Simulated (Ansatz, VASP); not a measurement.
## Rh in VASP and in Ansatz

```
Rh
1.0
    -1.50418    1.50418    1.50418
     1.50418   -1.50418    1.50418
     1.50418    1.50418   -1.50418
Rh
1
Direct
  0.00000 0.00000 0.00000
```

Alike in both runs: functional LDA; k mesh 15 × 15 × 15; occupations fermi-dirac, width 0.1 eV; no spin polarisation.

Ansatz relaxed the structure, and its values are those at the end. VASP's run is a single point on that final structure, the one shown.

|  | VASP | Ansatz |
| --- | --- | --- |
| version | VASP 6.6.1 | Ansatz 0.2.0 |
| potentials or method | VASP PAW LDA potentials, release 64 (Rh_pv) | plane waves (420 eV) with PAW, scalar-relativistic |
| plane-wave cutoff (eV) | 520 | 420 |
| valence electrons in the cell | 15 | 17 |

|  | VASP | Ansatz | Ansatz less VASP |
| --- | --- | --- | --- |
| pressure (GPa) | 0.8 | 0.0 | -0.82 |

The two sets of potentials don't hold the same shells in valence. Ansatz warned: «pseudo_functional_mismatch».
